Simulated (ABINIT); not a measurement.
# ZrS2 (P-3m1) in ABINIT: dielectric tensor with PBE

Aim: the dielectric tensor of ZrS2 with PBE.

All numbers are computed with ABINIT 10.8.3 (patched build); they aren't measurements. Logs are shortened: lines on timing, memory, paths and dates and some standing lists are left out, and cuts for length are marked. The log counts tension as positive stress, the text compression.

## (1) Starting point

Symmetry: P-3m1, No. 164, trigonal system. The conventional cell has a = 3.691 Å, b = 3.691 Å, c = 6.041 Å, α = 90.00°, β = 90.00°, γ = 120.00°. Around Zr (site symmetry -3m) lie 6 S at 2.57 Å. Around S (site symmetry 3m) lie 3 Zr at 2.57 Å.

The cell is a database's computed one.

## (2) Dielectric tensor, PBE

Contents of run.abi:

```
# Datasets
ndtset 3

# Pseudopotentials
pp_dirpath "./"
pseudos "Zr.upf, S.upf"

# Structure
acell 3*1.0 Angstrom
rprim
     3.6913825498     0.0000000000     0.0000000000
    -1.8456912749     3.1968310632     0.0000000000
     0.0000000000     0.0000000000     6.0410770100
ntypat 2
znucl 40 16
natom 3
typat 1 2 2
xred
            0.0            0.0            0.0
            1/3            2/3   0.2379099700
            2/3            1/3   0.7620900300

# Plane-wave basis
ecut 26.0

# k points
ngkpt 6 6 4
nshiftk 1
shiftk 0.0 0.0 0.5

# Exchange and correlation
ixc 11

# Bands and occupations
nband 12
occopt 1

# SCF cycle
nstep 80
diemac 6.0

# Output
prteig 0
prtebands 0
prtwf 0
prtden 0
prtpot 0

# Dataset 1: ground state
kptopt1 1
tolvrs1 1.0e-15
prtwf1 1

# Dataset 2: derivatives of the wave functions by k
iscf2 -3
rfelfd2 2
rfdir2 1 1 1
getwfk2 1
kptopt2 2
nqpt2 1
qpt2 0.0 0.0 0.0
tolwfr2 1.0e-18
prtwf2 1

# Dataset 3: response at q = 0 to electric field
rfelfd3 3
rfdir3 1 1 1
getwfk3 1
getddk3 2
kptopt3 2
nqpt3 1
qpt3 0.0 0.0 0.0
tolvrs3 1.0e-10
```

Contents of mrgddb.in:

```
merged_DDB
ZrS2
2
runo_DS1_DDB
runo_DS3_DDB
```

Contents of anaddb.abi:

```
ddb_filepath "merged_DDB"
output_file "anaddb.abo"
outdata_prefix "ana"
asr 2
chneut 1
dipdip 1
dieflag 2
enunit 0
```

Potentials or basis: PseudoDojo NC SR PBE v0.4.1 standard.

On the command line:

```
$ mpirun --bind-to none -np 4 abinit run.abi > log 2>&1
$ mrgddb < mrgddb.in > mrgddb.log 2>&1
$ anaddb anaddb.abi > anaddb.log 2>&1
```

run.abo:

```text
.Version 10.8.3 of ABINIT
 DATASET    1 : space group P-3 m 1 (#164); Bravais hP (primitive hexag.)
================================================================================
 Values of the parameters that define the memory need for DATASET  1.
     intxc =       0    ionmov =       0      iscf =       7    lmnmax =       6
     lnmax =       6     mgfft =      54  mpssoang =       3    mqgrid =    3001
     natom =       3  nloc_mem =       1    nspden =       1   nspinor =       1
    nsppol =       1      nsym =      12    n1xccc =    2501    ntypat =       2
    occopt =       1   xclevel =       2
       mpw =        3066          nfft =       69984          nkpt =          20
================================================================================
================================================================================

 DATASET    2 : space group P-3 m 1 (#164); Bravais hP (primitive hexag.)
================================================================================
 Values of the parameters that define the memory need for DATASET  2 (RF).
     intxc =       0      iscf =      -3    lmnmax =       6     lnmax =       6
     mgfft =      54  mpssoang =       3    mqgrid =    3001     natom =       3
  nloc_mem =       1    nspden =       1   nspinor =       1    nsppol =       1
      nsym =      12    n1xccc =    2501    ntypat =       2    occopt =       1
   xclevel =       2
      nfft =       69984          nkpt =          72
================================================================================
================================================================================

 DATASET    3 : space group P-3 m 1 (#164); Bravais hP (primitive hexag.)
================================================================================
 Values of the parameters that define the memory need for DATASET  3 (RF).
     intxc =       0      iscf =       7    lmnmax =       6     lnmax =       6
     mgfft =      54  mpssoang =       3    mqgrid =    3001     natom =       3
  nloc_mem =       1    nspden =       1   nspinor =       1    nsppol =       1
      nsym =      12    n1xccc =    2501    ntypat =       2    occopt =       1
   xclevel =       2
      nfft =       69984          nkpt =          72
================================================================================
================================================================================

--------------------------------------------------------------------------------
------------- Echo of variables that govern the present computation ------------
--------------------------------------------------------------------------------
 -outvars: echo values of preprocessed input variables --------
            acell      1.8897261259E+00  1.8897261259E+00  1.8897261259E+00 Bohr
              amu      9.12240000E+01  3.20660000E+01
           diemac      6.00000000E+00
             ecut      2.60000000E+01 Hartree
           getddk1          0
           getddk2          0
           getddk3          2
           getwfk1          0
           getwfk2          1
           getwfk3          1
             iscf1          7
             iscf2         -3
             iscf3          7
              ixc          11
           jdtset        1    2    3
                       outvar_i_n : Printing only first  50 k-points.
           kptopt1          1
           kptopt2          2
           kptopt3          2
         kptrlatt        6    0    0      0    6    0      0    0    4
          kptrlen      4.18542123E+01
            natom           3
            nband1         12
            nband2         12
            nband3         12
           ndtset           3
            ngfft          36      36      54
             nkpt1         20
[... 505 lines left out ...]

 Exchange-correlation functional for the present dataset will be:
  GGA: Perdew-Burke-Ernzerhof functional - ixc=11
  J.P.Perdew, K.Burke, M.Ernzerhof, PRL 77, 3865 (1996)

 Real(R)+Recip(G) space primitive vectors, cartesian coordinates (Bohr,Bohr^-1):
 R(1)=  6.9757020  0.0000000  0.0000000  G(1)=  0.1433547  0.0827659  0.0000000
 R(2)= -3.4878510  6.0411352  0.0000000  G(2)=  0.0000000  0.1655318  0.0000000
 R(3)=  0.0000000  0.0000000 11.4159811  G(3)=  0.0000000  0.0000000  0.0875965
 Unit cell volume ucvol=  4.8108267E+02 bohr^3
 Angles (23,13,12)=  9.00000000E+01  9.00000000E+01  1.20000000E+02 degrees
 setup1 : take into account q-point for computing boxcut.

 getcut: wavevector=  0.0000  0.0000  0.0000  ngfft=  36  36  54
         ecut(hartree)=     26.000   => boxcut(ratio)=   2.06077
--------------------------------------------------------------------------------

 ==>  initialize data related to q vector <==

 The list of irreducible perturbations for this q vector is:
    1)    idir= 1    ipert=   5
    2)    idir= 3    ipert=   5

================================================================================

 The perturbation idir=   2  ipert=   5 is
 symmetric of a previously calculated perturbation.
 So, its SCF calculation is not needed.

--------------------------------------------------------------------------------
 Perturbation wavevector (in red.coord.)   0.000000  0.000000  0.000000
 Perturbation : homogeneous electric field along direction   1
 The set of symmetries contains only one element for this perturbation.
 symkpt : not enough symmetry to change the number of k points.

--------------------------------------------------------------------------------

--------------------------------------------------------------------------------
[... 49 lines left out ...]
 2DEtotal=   -0.4739118005E+03 Ha. Also 2DEtotal=   -0.128957970490E+05 eV
    (  non-var. 2DEtotal :   -4.7391180066E+02 Ha)

--------------------------------------------------------------------------------
 Perturbation wavevector (in red.coord.)   0.000000  0.000000  0.000000
 Perturbation : homogeneous electric field along direction   3
 The set of symmetries contains only one element for this perturbation.
 symkpt : not enough symmetry to change the number of k points.

--------------------------------------------------------------------------------

--------------------------------------------------------------------------------
[... 37 lines left out ...]
 2DEtotal=   -0.4440635892E+02 Ha. Also 2DEtotal=   -0.120835858444E+04 eV
    (  non-var. 2DEtotal :   -4.4406357947E+01 Ha)
================================================================================

 ---- first-order wavefunction calculations are completed ----

 ==> Compute Derivative Database <==
 The violation of the charge neutrality conditions
 by the effective charges is as follows :
    atom        electric field
 displacement     direction
       1               1       -0.299916        0.000000
       1               2        0.000000        0.000000
       1               3        0.000000        0.000000
       2               1       -0.000000        0.000000
       2               2       -0.299916        0.000000
       2               3        0.000000        0.000000
       3               1        0.000000        0.000000
       3               2        0.000000        0.000000
       3               3        0.002897        0.000000

 Effective charge tensors after
 imposition of the charge neutrality (if requested by user),
 and eventual restriction to some part :
   atom    displacement
         1         1    7.648315E+00    0.000000E+00    0.000000E+00
         1         2    1.877812E-15    7.648315E+00    0.000000E+00
         1         3    0.000000E+00    0.000000E+00    1.770120E+00
         2         1   -3.824158E+00    0.000000E+00    0.000000E+00
         2         2   -9.389060E-16   -3.824158E+00    0.000000E+00
         2         3    0.000000E+00    0.000000E+00   -8.850600E-01
         3         1   -3.824158E+00    0.000000E+00    0.000000E+00
         3         2   -9.389060E-16   -3.824158E+00    0.000000E+00
         3         3    0.000000E+00    0.000000E+00   -8.850600E-01
 Now, the imaginary part of the dynamical matrix is zeroed

  Dielectric tensor, in cartesian coordinates,
     j1       j2             matrix element
  dir pert dir pert     real part    imaginary part

   1    5   1    5        12.4436625436        -0.0000000000

   2    5   2    5        12.4436625435        -0.0000000000

   3    5   3    5         4.8291470600        -0.0000000000

  Effective charges, in cartesian coordinates,
  (from electric field response)
   if specified in the inputs, charge neutrality has been imposed
     j1       j2             matrix element
  dir pert dir pert     real part    imaginary part

   1    1   1    5         7.6483154246         0.0000000000
   1    2   1    5        -3.8241577078         0.0000000000
   1    3   1    5        -3.8241577078         0.0000000000

   2    1   2    5         7.6483154246         0.0000000000
   2    2   2    5        -3.8241577078         0.0000000000
   2    3   2    5        -3.8241577078         0.0000000000

   3    1   3    5         1.7701199451         0.0000000000
   3    2   3    5        -0.8850599726         0.0000000000
   3    3   3    5        -0.8850599726         0.0000000000

== END DATASET(S) ==============================================================
================================================================================

 -outvars: echo values of variables after computation  --------
            acell      1.8897261259E+00  1.8897261259E+00  1.8897261259E+00 Bohr
           etotal1    -7.2864369883E+01
           etotal2    -6.9955270831E+00
           etotal3    -4.4406358923E+01
            fcart1    -0.0000000000E+00 -8.9143683855E-29 -0.0000000000E+00
                       3.8600347402E-29  2.2285920964E-29  9.0552663819E-04
                      -3.8600347402E-29  6.6857762891E-29 -9.0552663819E-04
            fcart3     0.0000000000E+00  0.0000000000E+00  0.0000000000E+00
                       0.0000000000E+00  0.0000000000E+00  0.0000000000E+00
                       0.0000000000E+00  0.0000000000E+00  0.0000000000E+00
            rprim      3.6913825498E+00  0.0000000000E+00  0.0000000000E+00
                      -1.8456912749E+00  3.1968310632E+00  0.0000000000E+00
                       0.0000000000E+00  0.0000000000E+00  6.0410770100E+00
           strten1     1.4439505151E-05  1.4439505184E-05 -1.7357912180E-05
                       0.0000000000E+00  0.0000000000E+00  0.0000000000E+00
           strten3     0.0000000000E+00  0.0000000000E+00  0.0000000000E+00
                       0.0000000000E+00  0.0000000000E+00  0.0000000000E+00
           xangst      0.0000000000E+00  0.0000000000E+00  0.0000000000E+00
                      -1.1654926710E-16  2.1312207088E+00  1.4372324502E+00
                       1.8456912749E+00  1.0656103544E+00  4.6038445598E+00
             xred      0.0000000000E+00  0.0000000000E+00  0.0000000000E+00
                       3.3333333333E-01  6.6666666667E-01  2.3790997000E-01
                       6.6666666667E-01  3.3333333333E-01  7.6209003000E-01
 Calculation completed.
```

It took 4 min on 4 MPI ranks of Arm Neoverse V1, shared host; peak memory 0.44 GiB.

What came out:

```yaml
Free_energy: -1982.7405 eV
Largest_force: 0.047 eV/Å
Electronic_dielectric_tensor_diagonal: 12.44, 12.44, 4.83
Born_charges_mean_of_the_diagonal: Zr +5.69; S -2.84 e
```

Forces on the atoms (eV/Å):
```
Zr   0.000  0.000  0.000
S    0.000  0.000  0.047
S    0.000  0.000 -0.047
```

Electronic dielectric tensor:
```
12.44  0.00  0.00
 0.00 12.44  0.00
 0.00  0.00  4.83
```

Born effective charge tensors (e):
atom 1, Zr
```
7.65 0.00 0.00
0.00 7.65 0.00
0.00 0.00 1.77
```
atom 2, S
```
-3.82  0.00  0.00
 0.00 -3.82  0.00
 0.00  0.00 -0.89
```
atom 3, S
```
-3.82  0.00  0.00
 0.00 -3.82  0.00
 0.00  0.00 -0.89
```

Caveat: the k mesh is coarse for a field response (the Born charges miss neutrality), so dielectric values overshoot.
